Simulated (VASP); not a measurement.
# HfH2 (I4/mmm) in VASP: single point with LDA

Aim: the single point of HfH2 with LDA.

Program: VASP 6.6.1. These are calculated values, not measurements. Logs are shortened: lines on timing, memory, paths and dates and some standing lists are left out, and cuts for length are marked.

## Step 1: The structure

It takes space group I4/mmm (No. 139, tetragonal). Conventional cell: a = 3.478 Å, b = 3.478 Å, c = 4.361 Å, α = 90.00°, β = 90.00°, γ = 90.00°. Hf (site symmetry 4/mmm) has 8 H at 2.05 Å as nearest neighbours. H (site symmetry -4m2) has 4 Hf at 2.05 Å and 2 H at 2.18 Å as nearest neighbours.

## Step 2: Single point, LDA

Contents of INCAR:

```
SYSTEM = HfH2
ALGO = Fast
EDIFF = 1E-6
ENCUT = 520
ISIF = 2
ISMEAR = 0
LASPH = .TRUE.
LCHARG = .TRUE.
LELF = .TRUE.
LREAL = .FALSE.
LVHAR = .TRUE.
LWAVE = .FALSE.
NBANDS = 13
NELM = 80
PREC = Accurate
SIGMA = 0.1
```

Contents of KPOINTS:

```
k-points
0
G
  8 8 8
  0 0 0
```

Contents of POSCAR:

```
HfH2
1.0
   -1.7390000000      1.7390000000      2.1805000000
    1.7390000000     -1.7390000000      2.1805000000
    1.7390000000      1.7390000000     -2.1805000000
Hf H
1 2
Direct
    0.0000000000      0.0000000000      0.0000000000
    0.7500000000      0.2500000000      0.5000000000
    0.2500000000      0.7500000000      0.5000000000
```

Potentials or basis: VASP PAW LDA potentials, release 64 (Hf_pv, H).

Run with:

```console
> cat potpaw_LDA.64/Hf_pv/POTCAR potpaw_LDA.64/H/POTCAR > POTCAR
> mpirun -np 1 vasp_std > vasp.out
```

OUTCAR:

```text
SYSTEM = HfH2
   EDIFF = 1E-6
   ENCUT = 520
   ISIF = 2
   ISMEAR = 0
   LASPH = .TRUE.
   LREAL = .FALSE.
   NELM = 80
   PREC = Accurate

 ion  position               nearest neighbor table
   1  0.000  0.000  0.000-   2 2.05   3 2.05   2 2.05   3 2.05   2 2.05   3 2.05   2 2.05   3 2.05

   2  0.750  0.250  0.500-   1 2.05   1 2.05   1 2.05   1 2.05
   3  0.250  0.750  0.500-   1 2.05   1 2.05   1 2.05   1 2.05

  LATTYP: Found a body centered tetragonal cell.
 ALAT       =     3.4780000000
 C/A-ratio  =     1.2538815411

  Lattice vectors:

 A1 = (  -1.7390000000,   1.7390000000,   2.1805000000)
 A2 = (   1.7390000000,  -1.7390000000,   2.1805000000)
 A3 = (   1.7390000000,   1.7390000000,  -2.1805000000)

Analysis of symmetry for initial positions (statically):
=====================================================================
 Subroutine PRICEL returns:
 Original cell was already a primitive cell.

 Routine SETGRP: Setting up the symmetry group for a
 body centered tetragonal supercell.

 Subroutine GETGRP returns: Found 16 space group operations
 (whereof 16 operations were pure point group operations)
 out of a pool of 16 trial point group operations.

The static configuration has the point symmetry D_4h.

Analysis of symmetry for dynamics (positions and initial velocities):
=====================================================================
 Subroutine PRICEL returns:
 Original cell was already a primitive cell.

 Routine SETGRP: Setting up the symmetry group for a
 body centered tetragonal supercell.

 Subroutine GETGRP returns: Found 16 space group operations
 (whereof 16 operations were pure point group operations)
 out of a pool of 16 trial point group operations.

The dynamic configuration has the point symmetry D_4h.

 Subroutine INISYM returns: Found 16 space group operations
 (whereof 16 operations are pure point group operations),
 and found     1 'primitive' translations

----------------------------------------------------------------------------------------

                                     Primitive cell

  volume of cell :      26.3764

  direct lattice vectors                    reciprocal lattice vectors
    -1.739000000  1.739000000  2.180500000     0.000000000  0.287521564  0.229305205
     1.739000000 -1.739000000  2.180500000     0.287521564  0.000000000  0.229305205
     1.739000000  1.739000000 -2.180500000     0.287521564  0.287521564  0.000000000

  length of vectors
     3.286764709  3.286764709  3.286764709     0.367762868  0.367762868  0.406616895

  position of ions in fractional coordinates (direct lattice)
     0.000000000  0.000000000  0.000000000
     0.750000000  0.250000000  0.500000000
     0.250000000  0.750000000  0.500000000

  ion indices of the primitive-cell ions
   primitive index   ion index
                 1           1
                 2           2
                 3           3

----------------------------------------------------------------------------------------

 KPOINTS: k-points

Automatic generation of k-mesh.
 Grid dimensions read from file:
 generate k-points for:    8    8    8

 Generating k-lattice:

  Cartesian coordinates                     Fractional coordinates (reciprocal lattice)
     0.000000000  0.035940196  0.028663151     0.125000000  0.000000000  0.000000000
     0.035940196  0.000000000  0.028663151     0.000000000  0.125000000  0.000000000
     0.035940196  0.035940196  0.000000000     0.000000000  0.000000000  0.125000000

  Length of vectors
     0.045970358  0.045970358  0.050827112

  Shift w.r.t. Gamma in fractional coordinates (k-lattice)
     0.000000000  0.000000000  0.000000000

 Subroutine IBZKPT returns following result:
 ===========================================

 Found     59 irreducible k-points:

 Following reciprocal coordinates:
            Coordinates               Weight
  0.000000  0.000000  0.000000      1.000000
  0.125000  0.000000  0.000000      8.000000
  0.250000  0.000000  0.000000      8.000000
  0.375000  0.000000  0.000000      8.000000
  0.500000  0.000000  0.000000      4.000000
  0.125000  0.125000  0.000000      8.000000
[... 16 lines left out ...]
  0.250000  0.125000  0.125000     16.000000
  0.375000  0.125000  0.125000      8.000000
 [... further k-points ...]
   k-points           NKPTS =     59   k-points in BZ     NKDIM =     59   number of bands    NBANDS=     13
   number of dos      NEDOS =    301   number of ions     NIONS =      3
   total plane-waves  NPLWV =  13824
   dimension x,y,z NGX =    24 NGY =   24 NGZ =   24
   dimension x,y,z NGXF=    48 NGYF=   48 NGZF=   48
   ions per type =               1   2
   NGX,Y,Z   is equivalent  to a cutoff of  12.14, 12.14, 12.14 a.u.
   NGXF,Y,Z  is equivalent  to a cutoff of  24.28, 24.28, 24.28 a.u.
 SYSTEM =  HfH2
   PREC   = accura    normal or accurate (medium, high low for compatibility)
   ISTART =      0    job   : 0-new  1-cont  2-samecut
   ICHARG =      2    charge: 1-file 2-atom 10-const
   ISPIN  =      1    spin polarized calculation?
   LNONCOLLINEAR =      F non collinear calculations
   LSORBIT =      F    spin-orbit coupling
   LASPH  =      T    aspherical Exc in radial PAW
   ENCUT  =  520.0 eV  38.22 Ry    6.18 a.u.   6.11  6.11  6.11*2*pi/ulx,y,z
   NELM   =     80;   NELMIN=  2; NELMDL= -5     # of ELM steps
   EDIFF  = 0.1E-05   stopping-criterion for ELM
   LREAL  =      F    real-space projection
   EDIFFG = 0.1E-04   stopping-criterion for IOM
   NSW    =      0    number of steps for IOM
   IBRION =     -1    ionic relax: 0-MD 1-quasi-New 2-CG
   NFREE  =      0    steps in history (QN), initial steepest desc. (CG)
   ISIF   =      2    stress and relaxation
   ISYM   =      2    0-nonsym 1-usesym 2-fastsym
   POTIM  = 0.5000    time-step for ionic-motion
   TEBEG  =    0.0;   TEEND  =   0.0 temperature during run
   PSTRESS=    0.0 pullay stress
   NELECT =      12.0000    total number of electrons
   NUPDOWN=      -1.0000    fix difference up-down
   EMIN   =  10.00;   EMAX   =-10.00  energy-range for DOS
   EFERMI =   0.00;   METHOD = LEGACY
   ISMEAR =     0;   SIGMA  =   0.10  broadening in eV -4-tet -1-fermi 0-gaus
   EFERMI_NEDOS =   21; number of points for ismear=-14 and -15
   IALGO  =     68    algorithm
   IMIX   =      4    mixing-type and parameters
     AMIX     =   0.40;   BMIX     =  1.00
     AMIX_MAG =   1.60;   BMIX_MAG =  1.00
  volume/ion in A,a.u.               =       8.79        59.33
  Fermi-wavevector in a.u.,A,eV,Ry     =   1.259109  2.379372 21.570088  1.585357
  Thomas-Fermi vector in A             =   2.392686
   LORBIT       =      0    0 simple, 1 ext, 2 COOP (PROOUT), +10 PAW based schemes
   GGA     = CA    functional components
   LHFCALC =     F    Hartree Fock is set to
   AEXX    =    0.0000 exact exchange contribution
   IVDW    =     0    specifies the selected vdW correction
   LEPSILON=     F    determine dielectric tensor
   LRPA    =     F    only Hartree local field effects (RPA)
 non-spin polarized calculation
 RMM-DIIS sequential band-by-band and
 Gauss-broadening in eV      SIGMA  =   0.10
  energy-cutoff  :      520.00
  volume of cell :       26.38
 maximum number of plane-waves:       740
   NGX = 13   NGY = 13   NGZ = 13

 number of electron      12.0000000 magnetization

 Free energy of the ion-electron system (eV)
  ---------------------------------------------------
  ext. energy  EPLUGINS =         0.00000000
  ---------------------------------------------------
  free energy    TOTEN  =       -19.45875901 eV

  energy without entropy =      -19.45637390  energy(sigma->0) =      -19.45756645

 E-fermi :   5.1096     XC(G=0): -11.6061

 val. band max:        5.0230467903   @ k =  -0.2500   0.1250   0.0000
 cond. band min:       5.1608503299   @ k =  -0.1250   0.1250   0.0000
 fundamental gap:      0.1378035396
 Fermi energy:         5.1096282034

 k-point     1 :       0.0000    0.0000    0.0000
  band No.  band energies     occupation
      1     -25.5881      2.00000
      2     -25.5881      2.00000
      3     -25.5358      2.00000
      4      -5.9469      2.00000
      5       4.0677      2.00000
      6       4.7089      2.00000
      7       4.7089      2.00000
      8       5.4843      0.00000
      9       7.0253      0.00000
     10       8.3459      0.00000
     11      16.7525      0.00000
     12      17.1261      0.00000
     13      17.1261      0.00000

 k-point     2 :       0.1250    0.0000    0.0000
  band No.  band energies     occupation
      1     -25.6627      2.00000
      2     -25.6053      2.00000
      3     -25.5553      2.00000
      4      -5.5234      2.00000
      5       2.1723      2.00000
      6       4.8724      1.99920
      7       5.3691      0.00024
      8       6.9531      0.00000
      9       7.3870      0.00000
     10       8.1181      0.00000
     11      14.8923      0.00000
     12      18.0171      0.00000
     13      18.6189      0.00000

 k-point     3 :       0.2500    0.0000    0.0000
  band No.  band energies     occupation
      1     -25.8673      2.00000
      2     -25.6468      2.00000
      3     -25.5710      2.00000
      4      -4.4517      2.00000
      5       0.6199      2.00000
      6       4.8714      1.99924
      7       5.8209      0.00000
      8       7.4792      0.00000
      9       7.7877      0.00000
     10       9.9534      0.00000
     11      13.6591      0.00000
     12      16.3087      0.00000
     13      16.7959      0.00000
[... 305 lines left out ...]
 k-point    23 :       0.2500    0.1250    0.1250
  band No.  band energies     occupation
      1     -26.0332      2.00000
      2     -25.7775      2.00000
      3     -25.6406      2.00000
      4      -2.4409      2.00000
      5      -0.5781      2.00000
      6       3.6076      2.00000
      7       6.6673      0.00000
      8       7.8981      0.00000
      9      10.2542      0.00000
     10      11.2456      0.00000
     11      12.7151      0.00000
     12      14.0696      0.00000
     13      16.6152      0.00000

 k-point    24 :       0.3750    0.1250    0.1250
  band No.  band energies     occupation
      1     -26.0636      2.00000
      2     -25.8184      2.00000
      3     -25.6508      2.00000
      4      -2.1263      2.00000
      5      -0.4134      2.00000
      6       3.4540      2.00000
      7       6.4480      0.00000
      8       8.7656      0.00000
      9       9.8870      0.00000
     10      10.4368      0.00000
     11      12.9008      0.00000
     12      13.8861      0.00000
     13      17.7549      0.00000

 [... further k-points ...]
[... 5 lines left out ...]
  --------------------------------------------------------------------------------------
  -------------------------------------------------------------------------------------
  Total       -1.3573971     -1.3573971     -1.5228395      0.0000000      0.0000000      0.0000000
  in kB      -82.4522035    -82.4522035    -92.5016477      0.0000000      0.0000000      0.0000000
  external PRESSURE =     -85.8020182 kB  Pullay stress =       0.0000000 kB

 VOLUME and BASIS-vectors are now :
 -----------------------------------------------------------------------------
  energy-cutoff  :      520.00
  volume of cell :       26.38
      direct lattice vectors                 reciprocal lattice vectors
    -1.739000000  1.739000000  2.180500000     0.000000000  0.287521564  0.229305205
     1.739000000 -1.739000000  2.180500000     0.287521564  0.000000000  0.229305205
     1.739000000  1.739000000 -2.180500000     0.287521564  0.287521564  0.000000000

 POSITION                                       TOTAL-FORCE (eV/Angst)
 -----------------------------------------------------------------------------------
      0.00000      0.00000      0.00000         0.000000      0.000000     -0.000000
     -0.00000      1.73900      1.09025        -0.000000     -0.000000     -0.000000
      1.73900     -0.00000      1.09025         0.000000     -0.000000      0.000000
 -----------------------------------------------------------------------------------
    total drift:                                0.000000      0.000000      0.000000

  FREE ENERGIE OF THE ION-ELECTRON SYSTEM (eV)
  ---------------------------------------------------
  free  energy   TOTEN  =       -19.4587590112 eV

  energy  without entropy=      -19.4563738962  energy(sigma->0) =      -19.45756645
```

Wall time 5.6 s (1 thread of Intel Xeon 6975P-C (Granite Rapids), shared host); peak memory 0.14 GiB.

What came out:

```yaml
Free_energy: -19.4588 eV
Pressure: -8.6 GPa
Band_gap_on_the_k_mesh: none (metal or under the smearing width)
```

Levels at points of the mesh, in eV from the Fermi level:
```csv
k point,band 3,band 4,band 5,band 6,band 7,band 8,band 9,band 10
"(0.00, 0.00, 0.00)",-30.65,-11.06,-1.04,-0.40,-0.40,0.37,1.92,3.24
"(0.50, 0.00, 0.00)",-30.70,-8.20,-4.94,-0.73,0.62,3.82,4.79,4.86
"(0.50, 0.50, 0.00)",-30.80,-6.45,-5.49,-3.98,3.95,4.19,5.29,6.55
"(0.50, 0.50, 0.50)",-30.96,-7.51,-4.10,-3.67,4.61,4.72,4.72,5.76
```

The run has no spin-orbit coupling, so splittings on Hf are missing.
